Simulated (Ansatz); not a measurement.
**TePb under strains and displacements**

Method: Ansatz, DFT PBEsol, scalar-relativistic, plane waves, PAW.

Plane waves to 420 eV, a k mesh through Γ of 8×8×8 on the computed 2-atom cell and Gaussian smearing (0.02 eV); no spin polarisation.

Reference cell:

```yaml
crystal:
  lattice:
    - [0.00000, 3.22700, 3.22700]
    - [3.22700, 0.00000, 3.22700]
    - [3.22700, 3.22700, 0.00000]
  atoms:
    - { symbol: Te, position: [0.50000, 0.50000, 0.50000] }
    - { symbol: Pb, position: [0.00000, 0.00000, 0.00000] }
```

Each variant moves atoms of this cell by the vectors given, if any (Å), and then applies a symmetric strain (tensor components, Cartesian axes). The reference cell isn't relaxed at this level. Energies are per atom at zero smearing, counted from the lowest variant. Pressure is positive in compression.

1. no strain; moves: Te1 (-0.138, -0.345, 0.049)
2. strain (xx yy zz yz xz xy, %) -0.12 -0.12 4.81 -6.00 6.00 5.54; moves: Te1 (-0.177, -0.177, 0.000); Pb2 (0.177, 0.177, 0.000)
3. no strain; moves: Te1 (0.041, -0.013, -0.079)
4. strain (xx yy zz yz xz xy, %) -0.43 -0.43 -0.43 0.00 0.00 0.00
5. strain (xx yy zz yz xz xy, %) 1.95 1.95 1.95 0.00 0.00 0.00

```json
{"result": "A", "ΔE (meV/atom)": "17.3", "P (GPa)": "-2.45", "largest force (eV/Å)": "0.00", "gap on mesh (eV)": "0.77"}
{"result": "B", "ΔE (meV/atom)": "166.4", "P (GPa)": "2.22", "largest force (eV/Å)": "1.25", "gap on mesh (eV)": "0"}
{"result": "C", "ΔE (meV/atom)": "44.9", "P (GPa)": "1.54", "largest force (eV/Å)": "0.76", "gap on mesh (eV)": "0.88"}
{"result": "D", "ΔE (meV/atom)": "0.0", "P (GPa)": "0.35", "largest force (eV/Å)": "0.00", "gap on mesh (eV)": "0.63"}
{"result": "E", "ΔE (meV/atom)": "0.8", "P (GPa)": "-0.13", "largest force (eV/Å)": "0.05", "gap on mesh (eV)": "0.67"}
```

Which variant gave which result?

A is 5, B is 2, C is 1, D is 4, E is 3.

Spin-orbit coupling is left out, which matters for the bands of heavy elements. The smearing is narrow for a metal on this mesh.